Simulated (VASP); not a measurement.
# Mg (P6/mmm) in VASP: notebook

One crystal, Mg, is run at these levels: r2SCAN; tasks: single point.

All numbers are computed with VASP 6.6.1; they aren't measurements. Logs are shortened: lines on timing, memory, paths and dates and some standing lists are left out, and cuts for length are marked.

## Step 1: The crystal as given

It takes space group P6/mmm (No. 191, hexagonal). Conventional cell: a = 3.050 Å, b = 3.050 Å, c = 3.045 Å, α = 90.00°, β = 90.00°, γ = 120.00°. Mg (site symmetry 6/mmm) is surrounded by 8 Mg at 3.04 to 3.05 Å.

This isn't the form of Mg at room conditions, which is hcp.

## Step 2: Single point, r2SCAN

File INCAR:

```
ADDGRID = False
ALGO = Normal
EDIFF = 1E-6
ENCUT = 500
ISIF = 2
ISMEAR = 1
LASPH = True
LCHARG = False
LMIXTAU = True
LREAL = False
LWAVE = False
METAGGA = R2SCAN
NELM = 100
PREC = Accurate
SIGMA = 0.1
```

File KPOINTS:

```
k-points
0
Gamma
  18 18 16
```

File POSCAR:

```
Mg
1.0
    3.0502998005      0.0000000000      0.0000000000
   -1.5251499003      2.6416371164      0.0000000000
    0.0000000000      0.0000000000      3.0448375700
Mg
1
Direct
    0.0000000000      0.0000000000      0.0000000000
```

Potentials or basis: VASP PAW PBE potentials, release 64 (Mg).

The run is started by

```sh
> cat potpaw_PBE.64/Mg/POTCAR > POTCAR
> mpirun -np 1 vasp_std > vasp.out
```

OUTCAR:

```text
EDIFF = 1E-6
   ENCUT = 500
   ISIF = 2
   ISMEAR = 1
   LASPH = True
   LREAL = False
   METAGGA = R2SCAN
   NELM = 100
   PREC = Accurate

 Found    333 irreducible k-points:

 Following reciprocal coordinates:
            Coordinates               Weight
  0.000000  0.000000  0.000000      1.000000
  0.055556  0.000000  0.000000      6.000000
  0.111111  0.000000  0.000000      6.000000
  0.166667  0.000000  0.000000      6.000000
  0.222222  0.000000  0.000000      6.000000
  0.277778  0.000000  0.000000      6.000000
   k-points           NKPTS =    333   k-points in BZ     NKDIM =    333   number of bands    NBANDS=      5
   number of dos      NEDOS =    301   number of ions     NIONS =      1
   total plane-waves  NPLWV =  13824
   dimension x,y,z NGX =    24 NGY =   24 NGZ =   24
   dimension x,y,z NGXF=    48 NGYF=   48 NGZF=   48
   ions per type =               1
   NGX,Y,Z   is equivalent  to a cutoff of  13.08, 13.08, 13.10 a.u.
   NGXF,Y,Z  is equivalent  to a cutoff of  26.16, 26.16, 26.21 a.u.
 SYSTEM =  unknown system
   PREC   = accura    normal or accurate (medium, high low for compatibility)
   ISTART =      0    job   : 0-new  1-cont  2-samecut
   ICHARG =      2    charge: 1-file 2-atom 10-const
   ISPIN  =      1    spin polarized calculation?
   LNONCOLLINEAR =      F non collinear calculations
   LSORBIT =      F    spin-orbit coupling
   LASPH  =      T    aspherical Exc in radial PAW
   ENCUT  =  500.0 eV  36.75 Ry    6.06 a.u.   5.56  5.56  5.55*2*pi/ulx,y,z
   NELM   =    100;   NELMIN=  2; NELMDL= -5     # of ELM steps
   EDIFF  = 0.1E-05   stopping-criterion for ELM
   LREAL  =      F    real-space projection
   EDIFFG = 0.1E-04   stopping-criterion for IOM
   NSW    =      0    number of steps for IOM
   IBRION =     -1    ionic relax: 0-MD 1-quasi-New 2-CG
   NFREE  =      0    steps in history (QN), initial steepest desc. (CG)
   ISIF   =      2    stress and relaxation
   ISYM   =      2    0-nonsym 1-usesym 2-fastsym
   POTIM  = 0.5000    time-step for ionic-motion
   TEBEG  =    0.0;   TEEND  =   0.0 temperature during run
   PSTRESS=    0.0 pullay stress
   NELECT =       2.0000    total number of electrons
   NUPDOWN=      -1.0000    fix difference up-down
   EMIN   =  10.00;   EMAX   =-10.00  energy-range for DOS
   EFERMI =   0.00;   METHOD = LEGACY
   ISMEAR =     1;   SIGMA  =   0.10  broadening in eV -4-tet -1-fermi 0-gaus
   EFERMI_NEDOS =   21; number of points for ismear=-14 and -15
   IALGO  =     38    algorithm
   IMIX   =      4    mixing-type and parameters
     AMIX     =   0.40;   BMIX     =  1.00
     AMIX_MAG =   1.60;   BMIX_MAG =  1.00
  volume/ion in A,a.u.               =      24.53       165.57
  Fermi-wavevector in a.u.,A,eV,Ry     =   0.709836  1.341396  6.855535  0.503868
  Thomas-Fermi vector in A             =   1.796524
   LORBIT       =      0    0 simple, 1 ext, 2 COOP (PROOUT), +10 PAW based schemes
   METAGGA = R2SCAN    functional components
   LHFCALC =     F    Hartree Fock is set to
   AEXX    =    0.0000 exact exchange contribution
   IVDW    =     0    specifies the selected vdW correction
   LEPSILON=     F    determine dielectric tensor
   LRPA    =     F    only Hartree local field effects (RPA)
 non-spin polarized calculation
 Methfessel and Paxton  Order N= 1 SIGMA  =   0.10
  energy-cutoff  :      500.00
  volume of cell :       24.53
 maximum number of plane-waves:       641
 NGX is ok and might be reduce to    24

 number of electron       2.0000000 magnetization

 Free energy of the ion-electron system (eV)
  ---------------------------------------------------
  ext. energy  EPLUGINS =         0.00000000
  ---------------------------------------------------
  free energy    TOTEN  =        -3.86985740 eV

  energy without entropy =       -3.86970832  energy(sigma->0) =       -3.86980771

 E-fermi :   2.2669     XC(G=0):  -8.8368

 val. band max:        2.2615528873   @ k =   0.3889   0.2222   0.2500
 cond. band min:       2.2730176798   @ k =   0.3889   0.0556   0.4375
 fundamental gap:      0.0114647925
 Fermi energy:         2.2668721114

 k-point     1 :       0.0000    0.0000    0.0000
  band No.  band energies     occupation
      1      -4.8397      2.00000
      2      10.8267      0.00000
      3      11.7516      0.00000
      4      15.7157      0.00000
      5      15.7158      0.00000

 k-point     2 :       0.0556    0.0000    0.0000
  band No.  band energies     occupation
      1      -4.7683      2.00000
      2      10.8220      0.00000
      3      11.8110      0.00000
      4      14.4565      0.00000
      5      15.1863      0.00000

 k-point     3 :       0.1111    0.0000    0.0000
  band No.  band energies     occupation
      1      -4.5542      2.00000
      2      10.7134      0.00000
      3      11.9895      0.00000
      4      12.7196      0.00000
      5      14.3872      0.00000

 k-point     4 :       0.1667    0.0000    0.0000
  band No.  band energies     occupation
      1      -4.1984      2.00000
      2       9.9184      0.00000
      3      11.6921      0.00000
      4      12.2871      0.00000
      5      13.6502      0.00000

 k-point     5 :       0.2222    0.0000    0.0000
  band No.  band energies     occupation
      1      -3.7025      2.00000
      2       8.3363      0.00000
      3      11.5027      0.00000
      4      12.7040      0.00000
      5      13.0161      0.00000

 k-point     6 :       0.2778    0.0000    0.0000
  band No.  band energies     occupation
      1      -3.0687      2.00000
      2       6.6587      0.00000
      3      11.4417      0.00000
      4      12.4942      0.00000
      5      13.2400      0.00000

 [... further k-points ...]
[... 5 lines left out ...]
  --------------------------------------------------------------------------------------
  -------------------------------------------------------------------------------------
  Total        0.0952800      0.0952800     -0.0404709     -0.0000000      0.0000000     -0.0000000
  in kB        6.2220336      6.2220336     -2.6428545     -0.0000000      0.0000000     -0.0000000
  external PRESSURE =       3.2670709 kB  Pullay stress =       0.0000000 kB

 VOLUME and BASIS-vectors are now :
 -----------------------------------------------------------------------------
  energy-cutoff  :      500.00
  volume of cell :       24.53
      direct lattice vectors                 reciprocal lattice vectors
     3.050299800  0.000000000  0.000000000     0.327836628  0.189276565  0.000000000
    -1.525149900  2.641637116  0.000000000     0.000000000  0.378553130  0.000000000
     0.000000000  0.000000000  3.044837570     0.000000000  0.000000000  0.328424744

 POSITION                                       TOTAL-FORCE (eV/Angst)
 -----------------------------------------------------------------------------------
      0.00000      0.00000      0.00000        -0.000000      0.000000      0.000000
 -----------------------------------------------------------------------------------
    total drift:                                0.000000      0.000000      0.000000

  FREE ENERGIE OF THE ION-ELECTRON SYSTEM (eV)
  ---------------------------------------------------
  free  energy   TOTEN  =        -3.8698574037 eV

  energy  without entropy=       -3.8697083207  energy(sigma->0) =       -3.86980771
```

Run time: 45 s. Hardware: 1 thread of Intel Xeon 6975P-C (Granite Rapids), shared host; peak memory 0.18 GiB.

The run converged, but some of its settings lie outside the range that counts as converged, so its numbers aren't taken as properties of the crystal.

What came out:

```
Free energy            : -3.8699 eV
Pressure               : 0.3 GPa
Band gap on the k mesh : none (metal or under the smearing width)
```

Caveat: the PAW data sets were made with another functional, which shifts forces and pressure a little.

## Step 3: Single point, r2SCAN

This run uses another cell than the first one, of the same volume but with other edges.

INCAR is that of step 2.

KPOINTS is that of step 2.

File POSCAR:

```
Mg
1.0
    3.1430880000     -0.0084060000     -0.0278050000
   -1.5788240000      2.6046760000      0.0276970000
   -0.0277550000      0.0158990000      3.0020770000
Mg
1
Direct
   -0.0144770000      0.0117080000      0.0082640000
```

Potentials or basis: VASP PAW PBE potentials, release 64 (Mg).

The run is started by

```sh
> cat potpaw_PBE.64/Mg/POTCAR > POTCAR
> mpirun -np 1 vasp_std > vasp.out
```

OUTCAR:

```text
EDIFF = 1E-6
   ENCUT = 500
   ISIF = 2
   ISMEAR = 1
   LASPH = True
   LREAL = False
   METAGGA = R2SCAN
   NELM = 100
   PREC = Accurate

 Found   2596 irreducible k-points:

 Following reciprocal coordinates:
            Coordinates               Weight
  0.000000  0.000000  0.000000      1.000000
  0.055556  0.000000 -0.000000      2.000000
  0.111111  0.000000 -0.000000      2.000000
  0.166667  0.000000  0.000000      2.000000
  0.222222  0.000000 -0.000000      2.000000
  0.277778  0.000000  0.000000      2.000000
   k-points           NKPTS =   2596   k-points in BZ     NKDIM =   2596   number of bands    NBANDS=      5
   number of dos      NEDOS =    301   number of ions     NIONS =      1
   total plane-waves  NPLWV =  13824
   dimension x,y,z NGX =    24 NGY =   24 NGZ =   24
   dimension x,y,z NGXF=    48 NGYF=   48 NGZF=   48
   ions per type =               1
   NGX,Y,Z   is equivalent  to a cutoff of  12.69, 13.10, 13.29 a.u.
   NGXF,Y,Z  is equivalent  to a cutoff of  25.39, 26.20, 26.58 a.u.
 SYSTEM =  unknown system
   PREC   = accura    normal or accurate (medium, high low for compatibility)
   ISTART =      0    job   : 0-new  1-cont  2-samecut
   ICHARG =      2    charge: 1-file 2-atom 10-const
   ISPIN  =      1    spin polarized calculation?
   LNONCOLLINEAR =      F non collinear calculations
   LSORBIT =      F    spin-orbit coupling
[... 48 lines left out ...]
  free energy    TOTEN  =        -3.86636593 eV

  energy without entropy =       -3.86651536  energy(sigma->0) =       -3.86641574

 E-fermi :   2.2778     XC(G=0):  -8.8377

 val. band max:        2.2712176167   @ k =  -0.1111   0.1111   0.3750
 cond. band min:       2.2780249451   @ k =   0.3889   0.1111   0.1250
 fundamental gap:      0.0068073284
 Fermi energy:         2.2777919491

 k-point     1 :       0.0000    0.0000    0.0000
  band No.  band energies     occupation
      1      -4.8347      2.00000
      2      11.0950      0.00000
      3      12.2528      0.00000
      4      14.8989      0.00000
      5      16.1145      0.00000
[... 33 lines left out ...]
 k-point     6 :       0.2778    0.0000    0.0000
  band No.  band energies     occupation
      1      -3.1176      2.00000
      2       6.3275      0.00000
      3      11.5037      0.00000
      4      12.6213      0.00000
      5      13.6904      0.00000

 [... further k-points ...]
[... 5 lines left out ...]
  --------------------------------------------------------------------------------------
  -------------------------------------------------------------------------------------
  Total       -0.1779788      0.1667265      0.1197543      0.0282527      0.0089200     -0.0239178
  in kB      -11.6224841     10.8876773      7.8202740      1.8449786      0.5824975     -1.5618922
  external PRESSURE =       2.3618224 kB  Pullay stress =       0.0000000 kB

 VOLUME and BASIS-vectors are now :
 -----------------------------------------------------------------------------
  energy-cutoff  :      500.00
  volume of cell :       24.53
      direct lattice vectors                 reciprocal lattice vectors
     3.143088000 -0.008406000 -0.027805000     0.318692044  0.193154686  0.001923445
    -1.578824000  2.604676000  0.027697000     0.001010546  0.384559010 -0.002027282
    -0.027755000  0.015899000  3.002077000     0.002942377 -0.001758937  0.333139234

 POSITION                                       TOTAL-FORCE (eV/Angst)
 -----------------------------------------------------------------------------------
      3.07887      0.02234     -0.00227        -0.000000      0.000000      0.000000
 -----------------------------------------------------------------------------------
    total drift:                               -0.000013     -0.000211      0.000217

  FREE ENERGIE OF THE ION-ELECTRON SYSTEM (eV)
  ---------------------------------------------------
  free  energy   TOTEN  =        -3.8663659269 eV

  energy  without entropy=       -3.8665153619  energy(sigma->0) =       -3.86641574
```

OSZICAR:

```text
N       E                     dE             d eps       ncg     rms          rms(c)
DAV:   1    -0.312155959174E+01   -0.31216E+01   -0.73296E+02 27675   0.261E+02
DAV:   2    -0.392952667363E+01   -0.80797E+00   -0.74732E+00 33325   0.156E+01
[... 15 lines left out ...]
DAV:  18    -0.386637364596E+01   -0.24153E-04   -0.32931E-05 27660   0.432E-02    0.853E-03
DAV:  19    -0.386637174384E+01    0.19021E-05   -0.16594E-06 26835   0.145E-02    0.698E-03
DAV:  20    -0.386637024902E+01    0.14948E-05   -0.26097E-06 26285   0.159E-02    0.282E-03
DAV:  21    -0.386636814955E+01    0.20995E-05   -0.85547E-07 24295   0.739E-03    0.150E-03
DAV:  22    -0.386636677479E+01    0.13748E-05   -0.13025E-07 13110   0.222E-03    0.925E-04
DAV:  23    -0.386636592688E+01    0.84791E-06   -0.19279E-07 13235   0.328E-03
   1 F= -.38663659E+01 E0= -.38664157E+01  d E =0.149435E-03
```

Run time: 6.5 min. Hardware: 1 thread of Intel Xeon 6975P-C (Granite Rapids), shared host; peak memory 0.47 GiB.

The run converged, but some of its settings lie outside the range that counts as converged, so its numbers aren't taken as properties of the crystal.

Results:

| Property | Result |
| --- | --- |
| Free energy | -3.8664 eV |
| Pressure | 0.2 GPa |
| Band gap on the k mesh | none (metal or under the smearing width) |

Caveat: the PAW data sets were made with another functional, which shifts forces and pressure a little.

## Step 4: Single point, r2SCAN

Edit INCAR of step 3 so:

```diff
@@ -3,3 +3,3 @@
 EDIFF = 1E-6
-ENCUT = 500
+ENCUT = 600
 ISIF = 2
```

KPOINTS is that of step 3.

File POSCAR:

```
Mg
1.0
    3.0502998005      0.0000000000      0.0000000000
   -1.5251499003      2.6416371164      0.0000000000
    0.0000000000      0.0000000000      3.0448375700
Mg
1
Direct
    0.0000000000      0.0000000000      0.0000000000
```

Potentials or basis: VASP PAW PBE potentials, release 64 (Mg).

The run is started by

```sh
> cat potpaw_PBE.64/Mg/POTCAR > POTCAR
> mpirun -np 1 vasp_std > vasp.out
```

OUTCAR:

```text
EDIFF = 1E-6
   ENCUT = 600
   ISIF = 2
   ISMEAR = 1
   LASPH = True
   LREAL = False
   METAGGA = R2SCAN
   NELM = 100
   PREC = Accurate

 Found    333 irreducible k-points:

 Following reciprocal coordinates:
            Coordinates               Weight
  0.000000  0.000000  0.000000      1.000000
  0.055556  0.000000  0.000000      6.000000
  0.111111  0.000000  0.000000      6.000000
  0.166667  0.000000  0.000000      6.000000
  0.222222  0.000000  0.000000      6.000000
  0.277778  0.000000  0.000000      6.000000
   k-points           NKPTS =    333   k-points in BZ     NKDIM =    333   number of bands    NBANDS=      5
[... 115 lines left out ...]
      1      -3.0689      2.00000
      2       6.6587      0.00000
      3      11.4418      0.00000
      4      12.4943      0.00000
      5      13.2402      0.00000

 [... further k-points ...]
[... 5 lines left out ...]
  --------------------------------------------------------------------------------------
  -------------------------------------------------------------------------------------
  Total        0.0952001      0.0952001     -0.0401574     -0.0000000      0.0000000      0.0000000
  in kB        6.2168208      6.2168208     -2.6223838     -0.0000000      0.0000000      0.0000000
  external PRESSURE =       3.2704192 kB  Pullay stress =       0.0000000 kB

 VOLUME and BASIS-vectors are now :
 -----------------------------------------------------------------------------
  energy-cutoff  :      600.00
  volume of cell :       24.53
      direct lattice vectors                 reciprocal lattice vectors
     3.050299800  0.000000000  0.000000000     0.327836628  0.189276565  0.000000000
    -1.525149900  2.641637116  0.000000000     0.000000000  0.378553130  0.000000000
     0.000000000  0.000000000  3.044837570     0.000000000  0.000000000  0.328424744

 POSITION                                       TOTAL-FORCE (eV/Angst)
 -----------------------------------------------------------------------------------
      0.00000      0.00000      0.00000         0.000000      0.000000      0.000000
 -----------------------------------------------------------------------------------
    total drift:                                0.000000      0.000000      0.000000

  FREE ENERGIE OF THE ION-ELECTRON SYSTEM (eV)
  ---------------------------------------------------
  free  energy   TOTEN  =        -3.8700990406 eV

  energy  without entropy=       -3.8699499349  energy(sigma->0) =       -3.87004934
```

OSZICAR:

```text
N       E                     dE             d eps       ncg     rms          rms(c)
DAV:   1    -0.295193703277E+01   -0.29519E+01   -0.84541E+02  3515   0.312E+02
DAV:   2    -0.393176514590E+01   -0.97983E+00   -0.89652E+00  4270   0.168E+01
DAV:   3    -0.393925213615E+01   -0.74870E-02   -0.74763E-02  4580   0.168E+00
DAV:   4    -0.393927509701E+01   -0.22961E-04   -0.22960E-04  4495   0.702E-02
DAV:   5    -0.393927523567E+01   -0.13867E-06   -0.13883E-06  4445   0.415E-03    0.630E-01
DAV:   6    -0.384887797296E+01    0.90397E-01   -0.38515E-02  3615   0.137E+00    0.457E-01
DAV:   7    -0.398159311930E+01   -0.13272E+00   -0.16877E-02  3365   0.113E+00    0.153E-01
DAV:   8    -0.387094513512E+01    0.11065E+00   -0.45452E-02  3360   0.102E+00    0.682E-02
DAV:   9    -0.386983822223E+01    0.11069E-02   -0.13915E-03  4390   0.291E-01    0.714E-02
DAV:  10    -0.386673942406E+01    0.30988E-02   -0.35966E-04  3575   0.131E-01    0.708E-02
DAV:  11    -0.387086788535E+01   -0.41285E-02   -0.15865E-03  3480   0.234E-01    0.911E-02
DAV:  12    -0.387028740435E+01    0.58048E-03   -0.35048E-04  3940   0.135E-01    0.117E-01
DAV:  13    -0.387032409178E+01   -0.36687E-04   -0.32391E-05  4070   0.451E-02    0.103E-01
DAV:  14    -0.387013914514E+01    0.18495E-03   -0.26332E-04  3490   0.125E-01    0.423E-02
DAV:  15    -0.387007793669E+01    0.61208E-04   -0.53764E-05  4175   0.396E-02    0.241E-02
DAV:  16    -0.387008151963E+01   -0.35829E-05   -0.12180E-05  3405   0.247E-02    0.142E-02
DAV:  17    -0.387009960020E+01   -0.18081E-04   -0.35361E-05  3645   0.367E-02    0.312E-03
DAV:  18    -0.387009904059E+01    0.55962E-06   -0.17553E-06  3685   0.124E-02
   1 F= -.38700990E+01 E0= -.38700493E+01  d E =-.149106E-03
```

stdout:

```text
POSCAR found type information on POSCAR Mg
 POSCAR found :  1 types and       1 ions
 scaLAPACK will be used
 -----------------------------------------------------------------------------
|                                                                             |
|                                                                             |
|     You enforced a specific xc type in the INCAR file but a different       |
|     I HOPE YOU KNOW WHAT YOU ARE DOING!                                     |
|                                                                             |
 -----------------------------------------------------------------------------

 LDA part: xc-table for (None), standard interpolation
 POSCAR, INCAR and KPOINTS ok, starting setup
 FFT: planning ... GRIDC
 FFT: planning ... GRID_SOFT
 FFT: planning ... GRID
 WAVECAR not read
 entering main loop
```

It took 47 s on 1 thread of Intel Xeon 6975P-C (Granite Rapids), shared host; peak memory 0.19 GiB.

These settings aren't checked as converged: the numbers below hold their error.

What came out:

```
Free energy            : -3.8701 eV
Pressure               : 0.3 GPa
Band gap on the k mesh : none (metal or under the smearing width)
```

Caveat: the PAW data sets were made with another functional, which shifts forces and pressure a little.

(Part 1 of 2 ends here.)
